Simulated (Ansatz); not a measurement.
Ansatz input file:

```yaml
crystal:
  lattice:
    - [1.5614327316, 0.9014936079, 4.5633472985]
    - [-1.5614327316, 0.9014936079, 4.5633472985]
    - [0.0, -1.8029872158, 4.5633472985]
  atoms:
    - { symbol: Sn, position: [0.5242724818, 0.5242724818, 0.5242724818] }
    - { symbol: O, position: [0.2282174094, 0.2282174094, 0.2282174094] }
    - { symbol: O, position: [0.7475101088, 0.7475101088, 0.7475101088] }
basis:
  ecutwfc: 420
kpoints:
  mp_grid: { grid: [12, 12, 12] }
hamiltonian:
  xc: pbe
scf:
  occupations: { method: gaussian, width: 0.02 }
output:
  forces: true
  stress: true
  eigenvalues: true
```

It can be run as
```bash
ansatz run input.yaml --threads 1 --pin off --backend cpu --events-out ev --progress --plain --runs-dir out  # memory cap (--max-ram) not shown
```

These are results of DFT PBE, scalar-relativistic, plane waves, PAW (Ansatz 0.2.0), not measurements.

Abridged output (final results; tables in files aren't shown):

```
SCF 1 converged in 7 iterations: F = -7155.934443 eV  dr2 = 2.96e-8
SCF converged after 7 iterations
Free energy (F): -7155.934443 eV
Harris-Foulkes:  -7155.934443 eV  (|F-HF|=3.80e-9)
Internal energy: -7155.934443 eV  (E = F + TS)
E sigma→0 (E₀):  -7155.934443 eV
Fermi energy:    9.377011 eV
--- Per-component energies (eV) ---
  E_band       = -98.095068
  E_kinetic    = 544.337774
  E_local      = -1790.455690  (includes V_loc(G=0)·N_el)
  E_nonlocal   = 68.016523
  E_hartree    = 903.513909
  E_xc         = -528.273836
  E_vxc        = -282.890500  (∫ρ·V_xc dr)
  E_paw        = -4464.001086  (= ΣΔE_a)
  E_vpaw       = -444.132222  (= ΣTr[D̂ρ^β])
  E_aug_tail   = 0.004838  (compensation charges beyond the density's cutoff)
  E_ewald      = -1889.076876
  E_smearing   =  0.000000  (= −TS)
--- Forces (eV/Å), atoms counted from 1 ---
  atom   1  Sn     0.00000000     0.00000000    -8.22830145
  atom   2  O      0.00000000     0.00000000     5.08122160
  atom   3  O      0.00000000     0.00000000     3.14710159
--- Stress (GPa, compression-positive) ---
       51.852389       0.000000       0.000000
        0.000000      51.852389       0.000000
        0.000000       0.000000     -20.248419
  P = ⅓ Tr σ = 27.8188 GPa (278.188 kbar)
--- Band table (eV; the first three rows and the last of 189) ---
  k-point 0: bands = ["-14.2375", "-12.8271", "-12.8271", "-12.1844", "-12.1844", "-10.9758", "-6.7671", "2.9799", "4.3767", "4.3767", "7.3126", "9.2830", "9.2830", "9.4684", "15.2926", "19.0875", "19.0875"]
  k-point 1: bands = ["-14.2432", "-12.8000", "-12.7984", "-12.2032", "-12.1869", "-10.9132", "-6.7122", "3.0120", "3.9186", "4.2564", "7.4845", "8.9000", "9.2552", "9.8923", "15.4674", "18.4849", "19.2834"]
  k-point 2: bands = ["-14.2735", "-12.7196", "-12.7104", "-12.2492", "-12.1928", "-10.7293", "-6.5686", "2.6622", "3.3747", "3.9353", "7.6537", "8.2991", "9.1824", "10.7006", "15.7342", "17.6691", "19.8176"]
  k-point 188: bands = ["-14.2334", "-12.8269", "-12.8269", "-12.1840", "-12.1840", "-10.9042", "-6.9483", "3.6504", "4.3682", "4.3682", "5.7236", "9.2495", "9.2495", "11.3547", "14.6125", "19.3843", "19.3843"]
```

Self-consistency was reached.

The cell holds layers, and where no dispersion correction was added their binding is poorly described.